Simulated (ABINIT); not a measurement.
Planning a run of ABINIT 10.8.3 on BaS (Fm-3m). The input:

```
acell 3*1.0 Angstrom
rprim 
  -0.000000000000 3.193750000000 3.193750000000
  3.193750000000 -0.000000000000 3.193750000000
  3.193750000000 3.193750000000 -0.000000000000
ntypat 2
znucl 56 16
natom 2
typat 1 2
xred 
  0.000000000000 0.000000000000 0.000000000000
  0.500000000000 0.500000000000 0.500000000000
pp_dirpath "pseudos"
pseudos "Ba.upf, S.upf"
ecut 20
nspinor 2
ngkpt 4 4 4
nshiftk 1
shiftk 0 0 0
kptopt 1
chksymbreak 0
istwfk *1
occopt 1
irdwfk 1
optdriver 4
nband 526
gwcalctyp 0
ecutsigx 20
symsigma 0
nkptgw 2
kptgw 
  0.0000000000 0.0000000000 0.0000000000
  0.5000000000 0.5000000000 0.0000000000
bdgw 
  13 22
  13 20
ecuteps 7.7
irdscr 1
ppmodel 1
indata_prefix "in"
outdata_prefix "out"
tmpdata_prefix "tmp"
```

```sh
OMP_NUM_THREADS=1 mpirun -n 4 abinit run.abi > log
```

**Question.** Estimate wall time and host memory on 4 MPI ranks of Intel Xeon Platinum 8488C (Sapphire Rapids), shared host.

It took 40 min; on shared hardware allow 20 min to 80 min. Peak host memory was 3.5 GiB.

[Paths, hosts, dates, memory and timing lines, banners, echoed tables and standing remarks are left out of the program output.]

[Logs are printed without paths, hosts, clocks, repeated set-up lines and the standing remarks that a program may print on its own settings, such as how far it seeks lower states.]

[Runs of the session that timed out or met a known fault of the program may be left out.]

[Hosts, paths, dates, database ids (printed as entryN), source tags and the programs' standing remarks are cut or masked in the printed files.]

[G0W0 gaps are taken among the corrected bands and points alone; a level outside them can change the order at an edge.]

[Where Ansatz stands beside ABINIT at settings called matched, ABINIT's density can come from a denser mesh and the files from another edition; pairs whose starting gaps differed by over 0.03 eV were left out, so agreement reads better than it is.]
